PBEsol looks out of place among the GGA functionals. For the same molybdenum crystal in the same cell, the PBE and RPBE runs give pressures between about −1 and −2 GPa, while PBEsol gives −9.1 GPa. The meta-GGA r2SCAN, nominally one rung higher, lies between these GGA results. The name of the rung therefore doesn't fix the order of the pressures.

Calculated values. Kohn–Sham DFT with PAW potentials and plane waves (basis column: cutoff) for bcc Mo (Im-3m) in GPAW, VASP, Ansatz and ABINIT, without spin polarization or spin–orbit coupling. All runs use the same unrelaxed one-atom cell of 15.89 Å³ with a static lattice. Pressure is positive in compression; for Ansatz it excludes the Pulay correction.

```csv
method,rung,program,potentials,basis,k mesh,smearing,pressure (GPa)
LDA,LDA,GPAW,GPAW PAW data sets (gpaw data 1.2.1),600 eV,12x12x12 1-atom cell,gaussian 0.1eV,-15.040
LDA,LDA,VASP,"VASP PAW LDA potentials, materialsproject",520 eV,12x12x12 1-atom cell,gaussian 0.02eV,-13.990
LDA,LDA,VASP,"VASP PAW LDA potentials, recommended, release 54",520 eV,12x12x12 1-atom cell,gaussian 0.02eV,-13.150
PBE,GGA,VASP,"VASP PAW PBE potentials, recommended",520 eV,12x12x12 1-atom cell,Fermi-Dirac 0.05eV,-1.350
PBE,GGA,Ansatz,Ansatz PAW,420 eV,12x12x12 1-atom cell,gaussian 0.027eV,-1.960
PBEsol,GGA,ABINIT,JTH PAW PBE v2.0,408 eV,10x10x10 1-atom cell,Fermi-Dirac 0.05eV,-9.100
RPBE,GGA,VASP,"VASP PAW PBE potentials, minimal",500 eV,12x12x12 1-atom cell,gaussian 0.1eV,-1.120
r2SCAN,meta-GGA,ABINIT,JTH PAW PBE v2.0,490 eV,16x16x16 1-atom cell,Fermi-Dirac 0.05eV,-3.300
r2SCAN,meta-GGA,VASP,"VASP PAW PBE potentials, recommended",520 eV,12x12x12 1-atom cell,Fermi-Dirac 0.05eV,-3.440
```

The pressure is the slope of the energy against volume with its sign reversed, $P=-dE/dV$. A negative value means that the energy would fall if the cell shrank, so the crystal pulls inward. Every run in the table does this, but with very different strength. The column thus tells how far the given cell is stretched beyond the size that each method prefers.

LDA pulls hardest because it binds atoms too strongly, a well-known fault. It treats each small region as if it belonged to a uniform electron gas. A GGA adds a correction that depends on how steeply the density varies, and this correction lowers the exchange energy where the variation is strong. When a crystal expands, the valence density around and between the atoms thins out, and its variation relative to its own size tends to grow. The correction then favours the larger cell, which amounts to an outward push against the pull of LDA.

This explains the odd place of PBEsol. Its exchange part has a weaker gradient term than that of PBE, chosen to suit solids, so theory leads us to expect a smaller push. The pressure indeed lies between those of LDA and PBE. Among GGA functionals it matters how strongly the exchange energy responds to density gradients, and two of them can differ widely in that.

r2SCAN also uses the kinetic energy density of the electrons, which helps it to tell different kinds of bonding apart. Gradient strength alone therefore can't predict its place. Both r2SCAN runs, made with different programs, put it between PBEsol and PBE and nearer to PBE.

The pressures become easier to judge when they are turned into volumes. The bulk modulus $B$ measures stiffness through $dP=-B\,d\ln V$. If $B$ is held constant from the given volume $V$ down to the volume $V_0$ at which the pressure vanishes, then

$$\ln\frac{V_0}{V}=\frac{P}{B}.$$

For molybdenum $B$ is roughly 260 GPa, a rounded textbook value. The LDA run with VASP's recommended potentials has $P=-13.15$ GPa, so $P/B\approx-0.051$ and $V_0/V\approx0.95$. LDA would shrink this cell by about 5%, whereas both PBE runs would shrink it by less than 1%. The formula converts one quantity into the other and doesn't test the gradient argument. It is least certain for LDA, where the volume change is largest and a constant $B$ is the poorest assumption.

The same relation shows what to expect of a softer metal. In sodium, whose bulk modulus is far smaller, an equal percentage error in volume would produce a much smaller pressure. Molybdenum is stiff, so a modest disagreement about its size appears as many gigapascals.

An order among functionals means something only if it exceeds the scatter among runs with the same functional. The three LDA runs spread over 1.9 GPa, but even the one nearest to PBEsol is 4.1 GPa away from it. The step from r2SCAN to PBE is smaller, at least 1.3 GPa, yet still about twice the 0.6 GPa between the two PBE runs. The VASP runs with r2SCAN and PBE also share potentials, cutoff, k mesh and smearing, so the 2.09 GPa between them comes from the functional. The two LDA runs in VASP share cutoff, k mesh and smearing, so their difference of 0.84 GPa comes from the potentials, which treat 12 and 14 electrons per atom as valence. Between different programs several settings change together, and the table doesn't separate their effects.

PBEsol rests on a single run with the coarsest k mesh and the lowest cutoff of the series. Its electronic entropy term is more than twice that of the r2SCAN run in the same program at equal smearing, which hints that the sampling of electron states isn't converged. The resulting error in the pressure is unknown. The meshes of the other runs are working values too, not proven limits. The PBEsol, RPBE and r2SCAN runs also use potentials made for PBE, which adds a further error of unknown size. Theory leads us to expect PBEsol between LDA and PBE, but its exact distance from either deserves less trust.

RPBE is the row where the order can't be read from the numbers. Its gradient correction to exchange is larger than that of PBE once the gradients are no longer small, so it should push outward more. The pressure is higher than in the VASP run with PBE, but only by 0.2 GPa, less than the scatter within PBE. The RPBE run also treats only 6 electrons per atom as valence, against 14 in the PBE runs, so the difference mixes the functional with the potential.

In practice, a cell should be relaxed with the functional that will later be used for stresses. With VASP's recommended potentials, going from LDA to PBE at fixed volume shifts the pressure by about 12 GPa, though the cell itself hasn't changed. A pressure near zero shows that the cell suits the functional, not that the functional is right about molybdenum. The output below lists the estimated volume change for each run and the gaps between functionals.

Printed output of the fit:

```
Pressure and estimated volume change to zero pressure:
     row  pressure_GPa  valence_electrons  volume_change_percent
     LDA        -15.04                 14                  -5.62
     LDA        -13.99                 12                 -5.239
     LDA        -13.15                 14                 -4.932
     PBE         -1.35                 14                -0.5179
     PBE         -1.96                 14                 -0.751
  PBEsol          -9.1                 14                 -3.439
    RPBE         -1.12                  6                -0.4298
  r2SCAN          -3.3                 14                 -1.261
  r2SCAN         -3.44                 14                 -1.314
Scatter within LDA, three runs, GPa: 1.89
Scatter within PBE, two runs, GPa: 0.61
Scatter within r2SCAN, two runs, GPa: 0.14
Smallest gap from LDA up to PBEsol, GPa: 4.05
Smallest gap from PBEsol up to r2SCAN, GPa: 5.66
Smallest gap from r2SCAN up to PBE, GPa: 1.34
Smallest gap from PBEsol up to PBE, both GGA, GPa: 7.14
RPBE less PBE, both in VASP, GPa: 0.23
PBE less LDA, VASP recommended potentials, GPa: 11.8
r2SCAN less LDA, VASP recommended potentials, GPa: 9.71
PBE less r2SCAN, VASP recommended potentials, GPa: 2.09
LDA in VASP, 14 less 12 valence electrons, GPa: 0.84
Pulay term taken off in the Ansatz run, GPa: 0.046
Entropy term of the PBEsol run, meV per atom: 9.2
Entropy term of the ABINIT r2SCAN run, meV per atom: 3.9
```
